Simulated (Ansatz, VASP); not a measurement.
**One calculation of Nb, two programs**

```
CELL_PARAMETERS angstrom
-1.65491 1.65491 1.65491
1.65491 -1.65491 1.65491
1.65491 1.65491 -1.65491
ATOMIC_POSITIONS crystal
Nb 0.00000 0.00000 0.00000
```

Alike in both runs: task electric field gradients; functional r2SCAN; k mesh 16 × 16 × 16; occupations fermi-dirac, width 0.08 eV; no spin polarisation.

```csv
,VASP,Ansatz
version,VASP 6.6.1,Ansatz 0.2.0
potentials or method,"VASP PAW PBE potentials, release 64 (Nb_sv)","PAW with Ansatz's default frozen-core files, scalar-relativistic"
plane-wave cutoff (eV),520,500
valence electrons in the cell,13,13
```

|  | VASP | Ansatz | Ansatz less VASP |
| --- | --- | --- | --- |
| pressure (GPa) | -1.3 | -1.1 | +0.21 |
| Vzz of the field gradient on the site that differs most (V/Å²) | 0.0 | 0.0 | 0.00 |

Ansatz warned: «gradients_without_spin_orbit».

Caveats: the PAW data sets were made with another functional, which shifts forces and pressure a little (VASP).
